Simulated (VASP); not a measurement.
# Cs2AgBiBr6 (Fm-3m) in VASP: a series of runs

Runs on Cs2AgBiBr6. Level: PBEsol. Tasks: relaxation of the atoms.

Everything below comes from runs of VASP 6.6.1. Logs are shortened: lines on timing, memory, paths and dates and some standing lists are left out, and cuts for length are marked.

### Step 1. Starting point

Symmetry: Fm-3m, No. 225, cubic system. The conventional cell has a = 11.187 Å, b = 11.187 Å, c = 11.187 Å, α = 90.00°, β = 90.00°, γ = 90.00°. Around Cs (site symmetry -43m) lie 12 Br at 3.96 Å. Ag (site symmetry m-3m) has 6 Br at 2.75 Å as nearest neighbours. Bi (site symmetry m-3m) is surrounded by 6 Br at 2.84 Å. Around Br (site symmetry 4mm) lie 1 Ag at 2.75 Å and 1 Bi at 2.84 Å.

### Step 2. Relaxation of the atoms, PBEsol (a relaxed cell with its volume scaled by 0.98)

Contents of INCAR:

```
ALGO = Normal ; EDIFF = 1E-7
EDIFFG = -0.01 ; ENCUT = 600
GGA = PS ; IBRION = 2
ISIF = 2 ; ISMEAR = 0
KPAR = 2 ; LASPH = T
LCHARG = F ; LREAL = F
LWAVE = F ; NELM = 80
NSW = 40 ; PREC = Accurate
SIGMA = 0.03
```

Contents of KPOINTS:

```
k-points
0
Gamma
  4 4 4
```

Contents of POSCAR:

```
Cs2AgBiBr6                              
1.0
    0.0000000000      5.5560677321      5.5560677321
    5.5560677321      0.0000000000      5.5560677321
    5.5560677321      5.5560677321      0.0000000000
  Cs              Ag              Bi              Br            
     2     1     1     6
Direct
     0.2500000000000000    0.2500000000000000    0.2500000000000000
     0.7500000000000000    0.7500000000000000    0.7500000000000000
     0.5000000000000000    0.5000000000000000    0.5000000000000000
     0.0000000000000000    0.0000000000000000    0.0000000000000000
     0.2539881987594086    0.7460118012405914    0.2539881987594086
     0.2539881987594086    0.7460118012405914    0.7460118012405914
     0.7460118012405914    0.2539881987594086    0.7460118012405914
     0.7460118012405914    0.2539881987594086    0.2539881987594086
     0.2539881987594086    0.2539881987594086    0.7460118012405914
     0.7460118012405914    0.7460118012405914    0.2539881987594086
```

Potentials or basis: VASP PAW PBE potentials, release 64 (Cs_sv, Ag, Bi_d, Br).

Command:

```sh
cat potpaw_PBE.64/Cs_sv/POTCAR potpaw_PBE.64/Ag/POTCAR potpaw_PBE.64/Bi_d/POTCAR potpaw_PBE.64/Br/POTCAR > POTCAR
mpirun -np 2 vasp_std > vasp.out
```

OUTCAR:

```text
EDIFF = 1E-7
   EDIFFG = -0.01
   ENCUT = 600
   GGA = PS
   IBRION = 2
   ISIF = 2
   ISMEAR = 0
   LASPH = T
   LREAL = F
   NELM = 80
   NSW = 40
   PREC = Accurate

 ion  position               nearest neighbor table
   1  0.250  0.250  0.250-
   2  0.750  0.750  0.750-
   3  0.500  0.500  0.500-   5 2.73   6 2.73   7 2.73   8 2.73   9 2.73  10 2.73
   4  0.000  0.000  0.000-   5 2.82   6 2.82   7 2.82   8 2.82   9 2.82  10 2.82
   5  0.254  0.746  0.254-   3 2.73   4 2.82
   6  0.254  0.746  0.746-   3 2.73   4 2.82
   7  0.746  0.254  0.746-   3 2.73   4 2.82
   8  0.746  0.254  0.254-   3 2.73   4 2.82
   9  0.254  0.254  0.746-   3 2.73   4 2.82
  10  0.746  0.746  0.254-   3 2.73   4 2.82

  LATTYP: Found a face centered cubic cell.
 ALAT       =    11.1121354642

  Lattice vectors:

 A1 = (   0.0000000000,   5.5560677321,   5.5560677321)
 A2 = (   5.5560677321,   0.0000000000,   5.5560677321)
 A3 = (   5.5560677321,   5.5560677321,   0.0000000000)

Analysis of symmetry for initial positions (statically):
=====================================================================
 Subroutine PRICEL returns:
 Original cell was already a primitive cell.

 Routine SETGRP: Setting up the symmetry group for a
 face centered cubic supercell.

 Subroutine GETGRP returns: Found 48 space group operations
 (whereof 48 operations were pure point group operations)
 out of a pool of 48 trial point group operations.

The static configuration has the point symmetry O_h .

Analysis of symmetry for dynamics (positions and initial velocities):
=====================================================================
 Subroutine PRICEL returns:
 Original cell was already a primitive cell.

 Routine SETGRP: Setting up the symmetry group for a
 face centered cubic supercell.

 Subroutine GETGRP returns: Found 48 space group operations
 (whereof 48 operations were pure point group operations)
 out of a pool of 48 trial point group operations.

The dynamic configuration has the point symmetry O_h .

 Subroutine INISYM returns: Found 48 space group operations
 (whereof 48 operations are pure point group operations),
 and found     1 'primitive' translations

----------------------------------------------------------------------------------------

                                     Primitive cell

  volume of cell :     343.0304

  direct lattice vectors                    reciprocal lattice vectors
     0.000000000  5.556067732  5.556067732    -0.089991704  0.089991704  0.089991704
     5.556067732  0.000000000  5.556067732     0.089991704 -0.089991704  0.089991704
     5.556067732  5.556067732  0.000000000     0.089991704  0.089991704 -0.089991704

  length of vectors
     7.857466340  7.857466340  7.857466340     0.155870203  0.155870203  0.155870203

  position of ions in fractional coordinates (direct lattice)
     0.250000000  0.250000000  0.250000000
     0.750000000  0.750000000  0.750000000
     0.500000000  0.500000000  0.500000000
     0.000000000  0.000000000  0.000000000
     0.253988199  0.746011801  0.253988199
     0.253988199  0.746011801  0.746011801
     0.746011801  0.253988199  0.746011801
     0.746011801  0.253988199  0.253988199
     0.253988199  0.253988199  0.746011801
     0.746011801  0.746011801  0.253988199

  ion indices of the primitive-cell ions
   primitive index   ion index
                 1           1
                 2           2
                 3           3
                 4           4
                 5           5
                 6           6
                 7           7
                 8           8
                 9           9
                10          10

----------------------------------------------------------------------------------------

 KPOINTS: k-points

Automatic generation of k-mesh.
 Grid dimensions read from file:
 generate k-points for:    4    4    4

 Generating k-lattice:

  Cartesian coordinates                     Fractional coordinates (reciprocal lattice)
    -0.022497926  0.022497926  0.022497926     0.250000000  0.000000000  0.000000000
     0.022497926 -0.022497926  0.022497926     0.000000000  0.250000000  0.000000000
     0.022497926  0.022497926 -0.022497926     0.000000000  0.000000000  0.250000000

  Length of vectors
     0.038967551  0.038967551  0.038967551

  Shift w.r.t. Gamma in fractional coordinates (k-lattice)
     0.000000000  0.000000000  0.000000000

 Subroutine IBZKPT returns following result:
 ===========================================

 Found      8 irreducible k-points:

 Following reciprocal coordinates:
            Coordinates               Weight
  0.000000  0.000000  0.000000      1.000000
  0.250000  0.000000  0.000000      8.000000
  0.500000  0.000000  0.000000      4.000000
  0.250000  0.250000  0.000000      6.000000
  0.500000  0.250000  0.000000     24.000000
 -0.250000  0.250000  0.000000     12.000000
  0.500000  0.500000  0.000000      3.000000
 -0.250000  0.500000  0.250000      6.000000
   k-points           NKPTS =      8   k-points in BZ     NKDIM =      8   number of bands    NBANDS=     51
   number of dos      NEDOS =    301   number of ions     NIONS =     10
   total plane-waves  NPLWV = 262144
   dimension x,y,z NGX =    64 NGY =   64 NGZ =   64
   dimension x,y,z NGXF=   128 NGYF=  128 NGZF=  128
   ions per type =               2   1   1   6
   NGX,Y,Z   is equivalent  to a cutoff of  13.54, 13.54, 13.54 a.u.
   NGXF,Y,Z  is equivalent  to a cutoff of  27.08, 27.08, 27.08 a.u.
 SYSTEM =  unknown system
   PREC   = accura    normal or accurate (medium, high low for compatibility)
   ISTART =      0    job   : 0-new  1-cont  2-samecut
   ICHARG =      2    charge: 1-file 2-atom 10-const
   ISPIN  =      1    spin polarized calculation?
   LNONCOLLINEAR =      F non collinear calculations
   LSORBIT =      F    spin-orbit coupling
   LASPH  =      T    aspherical Exc in radial PAW
   ENCUT  =  600.0 eV  44.10 Ry    6.64 a.u.  15.69 15.69 15.69*2*pi/ulx,y,z
   NELM   =     80;   NELMIN=  2; NELMDL= -5     # of ELM steps
   EDIFF  = 0.1E-06   stopping-criterion for ELM
   LREAL  =      F    real-space projection
   EDIFFG = -.1E-01   stopping-criterion for IOM
   NSW    =     40    number of steps for IOM
   IBRION =      2    ionic relax: 0-MD 1-quasi-New 2-CG
   NFREE  =      1    steps in history (QN), initial steepest desc. (CG)
   ISIF   =      2    stress and relaxation
   ISYM   =      2    0-nonsym 1-usesym 2-fastsym
   POTIM  = 0.5000    time-step for ionic-motion
   TEBEG  =    0.0;   TEEND  =   0.0 temperature during run
   PSTRESS=    0.0 pullay stress
   NELECT =      86.0000    total number of electrons
   NUPDOWN=      -1.0000    fix difference up-down
   EMIN   =  10.00;   EMAX   =-10.00  energy-range for DOS
   EFERMI =   0.00;   METHOD = LEGACY
   ISMEAR =     0;   SIGMA  =   0.03  broadening in eV -4-tet -1-fermi 0-gaus
   EFERMI_NEDOS =   21; number of points for ismear=-14 and -15
   IALGO  =     38    algorithm
   IMIX   =      4    mixing-type and parameters
     AMIX     =   0.40;   BMIX     =  1.00
     AMIX_MAG =   1.60;   BMIX_MAG =  1.00
  volume/ion in A,a.u.               =      34.30       231.49
  Fermi-wavevector in a.u.,A,eV,Ry     =   1.032278  1.950723 14.498347  1.065598
  Thomas-Fermi vector in A             =   2.166468
   LORBIT       =      0    0 simple, 1 ext, 2 COOP (PROOUT), +10 PAW based schemes
   GGA     = PS    functional components
   LHFCALC =     F    Hartree Fock is set to
   AEXX    =    0.0000 exact exchange contribution
   IVDW    =     0    specifies the selected vdW correction
   LEPSILON=     F    determine dielectric tensor
   LRPA    =     F    only Hartree local field effects (RPA)
 conjugate gradient relaxation of ions
 non-spin polarized calculation
 Gauss-broadening in eV      SIGMA  =   0.03
  energy-cutoff  :      600.00
  volume of cell :      343.03
 maximum number of plane-waves:     11575
 NGX is ok and might be reduce to    64
   NGX = 31   NGY = 31   NGZ = 31

--------------------------------------- Ionic step        1  -------------------------------------------

 number of electron      86.0000003 magnetization

 Free energy of the ion-electron system (eV)
  ---------------------------------------------------
  ext. energy  EPLUGINS =         0.00000000
  ---------------------------------------------------
  free energy    TOTEN  =       -31.81469446 eV

  energy without entropy =      -31.81469446  energy(sigma->0) =      -31.81469446

------------------------ aborting loop because EDIFF is reached ----------------------------------------

  FORCE on cell =-STRESS in cart. coord.  units (eV):
  Direction    XX          YY          ZZ          XY          YZ          ZX
  --------------------------------------------------------------------------------------
  -------------------------------------------------------------------------------------
  Total        1.3354357      1.3354357      1.3354357     -0.0000000     -0.0000000      0.0000000
  in kB        6.2373622      6.2373622      6.2373622     -0.0000000     -0.0000000      0.0000000
  external PRESSURE =       6.2373622 kB  Pullay stress =       0.0000000 kB

 VOLUME and BASIS-vectors are now :
 -----------------------------------------------------------------------------
  energy-cutoff  :      600.00
  volume of cell :      343.03
      direct lattice vectors                 reciprocal lattice vectors
     0.000000000  5.556067732  5.556067732    -0.089991704  0.089991704  0.089991704
     5.556067732  0.000000000  5.556067732     0.089991704 -0.089991704  0.089991704
     5.556067732  5.556067732  0.000000000     0.089991704  0.089991704 -0.089991704
[... 46 lines left out ...]
 -----------------------------------------------------------------------------------
      2.77803      2.77803      2.77803        -0.000000      0.000000     -0.000000
      8.33410      8.33410      8.33410         0.000000      0.000000      0.000000
      5.55607      5.55607      5.55607         0.000000      0.000000      0.000000
      5.55607     11.11214      5.55607         0.000000      0.000000      0.000000
      5.55607      2.82475      5.55607         0.000000      0.026376      0.000000
      8.28738      5.55607      5.55607        -0.026376      0.000000      0.000000
      5.55607      8.28738      5.55607         0.000000     -0.026376      0.000000
      2.82475      5.55607      5.55607         0.026376      0.000000      0.000000
      5.55607      5.55607      2.82475         0.000000      0.000000      0.026376
      5.55607      5.55607      8.28738         0.000000      0.000000     -0.026376
 -----------------------------------------------------------------------------------
    total drift:                               -0.000000     -0.000000      0.000000

  FREE ENERGIE OF THE ION-ELECTRON SYSTEM (eV)
  ---------------------------------------------------
  free  energy   TOTEN  =       -31.8152416516 eV

  energy  without entropy=      -31.8152416516  energy(sigma->0) =      -31.81524165

--------------------------------------- Ionic step        3  -------------------------------------------

 number of electron      86.0000003 magnetization

 Free energy of the ion-electron system (eV)
  ---------------------------------------------------
  ext. energy  EPLUGINS =         0.00000000
  ---------------------------------------------------
  free energy    TOTEN  =       -31.81545574 eV

  energy without entropy =      -31.81545574  energy(sigma->0) =      -31.81545574

 E-fermi :   1.8366     XC(G=0):  -8.5142

 val. band max:        1.6608582700   @ k =   0.5000   0.5000   0.0000
 cond. band min:       2.7221813755   @ k =   0.5000   0.0000   0.0000
 fundamental gap:      1.0613231055
 Fermi energy:         1.8365967563

 k-point     1 :       0.0000    0.0000    0.0000
  band No.  band energies     occupation
      1     -21.4840      2.00000
      2     -21.4840      2.00000
      3     -21.4424      2.00000
      4     -21.4424      2.00000
      5     -21.4424      2.00000
      6     -19.1766      2.00000
[... 443 lines left out ...]
 POSITION                                       TOTAL-FORCE (eV/Angst)
 -----------------------------------------------------------------------------------
      2.77803      2.77803      2.77803        -0.000000     -0.000000     -0.000000
      8.33410      8.33410      8.33410        -0.000000     -0.000000     -0.000000
      5.55607      5.55607      5.55607        -0.000000     -0.000000     -0.000000
      0.00000      0.00000      0.00000        -0.000000     -0.000000     -0.000000
      5.55607      2.82746      5.55607        -0.000000      0.000085     -0.000000
      8.28468      5.55607      5.55607        -0.000085     -0.000000     -0.000000
      5.55607      8.28468      5.55607        -0.000000     -0.000085     -0.000000
      2.82746      5.55607      5.55607         0.000085     -0.000000     -0.000000
      5.55607      5.55607      2.82746        -0.000000     -0.000000      0.000085
      5.55607      5.55607      8.28468        -0.000000     -0.000000     -0.000085
 -----------------------------------------------------------------------------------
    total drift:                                0.000000     -0.000000     -0.000000

  FREE ENERGIE OF THE ION-ELECTRON SYSTEM (eV)
  ---------------------------------------------------
  free  energy   TOTEN  =       -31.8154557390 eV

  energy  without entropy=      -31.8154557390  energy(sigma->0) =      -31.81545574

 reached required accuracy - stopping structural energy minimisation
```

Run time: 2.2 min. Hardware: 2 MPI ranks of Intel Xeon 6975P-C (Granite Rapids), shared host; peak memory 0.73 GiB.

Results:

| Item | Value |
| --- | --- |
| Free energy | -31.8155 eV |
| Energy gained by relaxing | 0.1 meV/atom |
| Ionic steps | 3 |
| Pressure after relaxing | 0.6 GPa |
| Band gap on the k mesh | 1.06 eV, indirect (least direct gap 2.33 eV) |

Step by step:
```
step  energy change (eV)  largest force (eV/Å)  pressure (GPa)
   1              0.0000                0.0497            0.62
   2             -0.0005                0.0264            0.61
   3             -0.0008                0.0001            0.59
```

Final structure:
```xyz
10
Lattice="0.0000 5.5561 5.5561 5.5561 0.0000 5.5561 5.5561 5.5561 0.0000" Properties=species:S:1:pos:R:3 pbc="T T T"
Cs    2.7780    2.7780    2.7780
Cs    8.3341    8.3341    8.3341
Ag    5.5561    5.5561    5.5561
Bi    0.0000    0.0000    0.0000
Br    5.5561    2.8275    5.5561
Br    8.2847    5.5561    5.5561
Br    5.5561    8.2847    5.5561
Br    2.8275    5.5561    5.5561
Br    5.5561    5.5561    2.8275
Br    5.5561    5.5561    8.2847
```

Levels at points of the mesh, in eV from the valence-band top:
```csv
k point,band 39,band 40,band 41,band 42,band 43,band 44,band 45,band 46,band 47,band 48
"(0.00, 0.00, 0.00)",-1.33,-1.33,-1.33,-0.66,-0.66,2.01,2.01,2.01,3.41,4.24
"(0.50, 0.00, 0.00)",-1.67,-1.67,-1.60,-1.33,-1.33,1.06,3.54,3.54,4.76,4.86
"(0.50, 0.50, 0.00)",-1.72,-1.72,-1.35,-0.66,0.00,2.56,2.56,2.94,4.54,5.08
```

Caveat: the PAW data sets were made with another functional, which shifts forces and pressure a little; spin-orbit coupling is left out, which as a rule narrows the gap of such compounds by several tenths of an eV.

### Step 3. Relaxation of the atoms, PBEsol

INCAR is that of step 2.

KPOINTS is that of step 2.

Edit POSCAR of step 2 so:

```diff
@@ -2,5 +2,5 @@
 1.0
-    0.0000000000      5.5560677321      5.5560677321
-    5.5560677321      0.0000000000      5.5560677321
-    5.5560677321      5.5560677321      0.0000000000
+    0.0000000000      5.5936098691      5.5936098691
+    5.5936098691      0.0000000000      5.5936098691
+    5.5936098691      5.5936098691      0.0000000000
   Cs              Ag              Bi              Br
```

Potentials or basis: VASP PAW PBE potentials, release 64 (Cs_sv, Ag, Bi_d, Br).

Command:

```sh
cat potpaw_PBE.64/Cs_sv/POTCAR potpaw_PBE.64/Ag/POTCAR potpaw_PBE.64/Bi_d/POTCAR potpaw_PBE.64/Br/POTCAR > POTCAR
mpirun -np 2 vasp_std > vasp.out
```

Run time: 78 s. Hardware: 2 MPI ranks of Intel Xeon 6975P-C (Granite Rapids), shared host; peak memory 0.68 GiB.

The run converged. Its results:

- Free energy: -31.8290 eV
- Pressure after relaxing: 0.0 GPa
- Band gap on the k mesh: 1.10 eV, indirect (least direct gap 2.33 eV)

Final structure:
```xyz
10
Lattice="0.0000 5.5936 5.5936 5.5936 0.0000 5.5936 5.5936 5.5936 0.0000" Properties=species:S:1:pos:R:3 pbc="T T T"
Cs    2.7968    2.7968    2.7968
Cs    8.3904    8.3904    8.3904
Ag    5.5936    5.5936    5.5936
Bi    0.0000    0.0000    0.0000
Br    5.5936    2.8414    5.5936
Br    8.3458    5.5936    5.5936
Br    5.5936    8.3458    5.5936
Br    2.8414    5.5936    5.5936
Br    5.5936    5.5936    2.8414
Br    5.5936    5.5936    8.3458
```

Levels at points of the mesh, in eV from the valence-band top:
```
           k point  band 41  band 42  band 43  band 44  band 45  band 46
(0.00, 0.00, 0.00)    -1.25    -0.63    -0.63     2.06     2.06     2.06
(0.50, 0.00, 0.00)    -1.54    -1.26    -1.26     1.10     3.52     3.52
(0.50, 0.50, 0.00)    -1.27    -0.64     0.00     2.58     2.58     2.95
```

Caveat: the relaxation stopped at its first step, so nothing moved; the PAW data sets were made with another functional, which shifts forces and pressure a little; spin-orbit coupling is left out, which as a rule narrows the gap of such compounds by several tenths of an eV. A k mesh can miss the band edges.

(Continued in part 2 of 2.)
